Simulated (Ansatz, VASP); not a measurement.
## One calculation of Bi, two programs

Contents of INCAR:

```
SYSTEM = Bi
ALGO = Normal
EDIFF = 1E-6
ENCUT = 520
GGA = CA
ISIF = 2
ISMEAR = -1
LASPH = .True.
LCHARG = .False.
LREAL = .False.
LWAVE = .False.
NBANDS = 22
NELM = 80
PREC = Accurate
SIGMA = 0.1
```

The input KPOINTS:

```
k-points
0
Gamma
  9 9 9
  0 0 0
```

File POSCAR:

```
Bi
1.0
    2.2451514826      1.2962388128      3.8388382945
   -2.2451514826      1.2962388128      3.8388382945
    0.0000000000     -2.5924776257      3.8388382945
Bi
2
Direct
    0.2371145469      0.2371145469      0.2371145469
    0.7628854531      0.7628854531      0.7628854531
```

Input for Ansatz:

```yaml
crystal:
  lattice:
    - [2.2451514826, 1.2962388128, 3.8388382945]
    - [-2.2451514826, 1.2962388128, 3.8388382945]
    - [0.0, -2.5924776257, 3.8388382945]
  atoms:
    - { symbol: Bi, position: [0.2371145469, 0.2371145469, 0.2371145469] }
    - { symbol: Bi, position: [0.7628854531, 0.7628854531, 0.7628854531] }
hamiltonian:
  xc: lda
  pseudopotentials:
    kind: paw
    azcp:
      Bi: "pseudopotentials/Bi.paw.azcp"
basis:
  ecutwfc: 800
  fft_grid_basis: typed
kpoints:
  mp_grid: { grid: [9, 9, 9], shift: [0, 0, 0] }
magnetization:
  spin_polarized: false
scf:
  occupations: { method: fermi_dirac, width: 0.1 }
  lower_state_search: "off"
output:
  stress: true
  write_density: true
  write_potential: true
  elf: true
  volumetric_format: npy
```

Alike in both runs: task single point; functional LDA; k mesh 9 × 9 × 9; occupations fermi-dirac, width 0.1 eV; no spin polarisation.

|  | VASP | Ansatz |
| --- | --- | --- |
| version | VASP 6.6.1 | Ansatz 0.2.0 |
| potentials or method | VASP PAW LDA potentials, release 64 (Bi_d) | plane waves (800 eV) with PAW, scalar-relativistic |
| plane-wave cutoff (eV) | 520 | 800 |
| valence electrons in the cell | 30 | 30 |

|  | VASP | Ansatz | Ansatz less VASP |
| --- | --- | --- | --- |
| pressure (GPa) | 0.1 | 0.0 | -0.10 |
| largest component of the traceless stress (GPa) | 0.07 | 0.05 | -0.015 |

Ansatz warned: «pseudo_functional_mismatch».
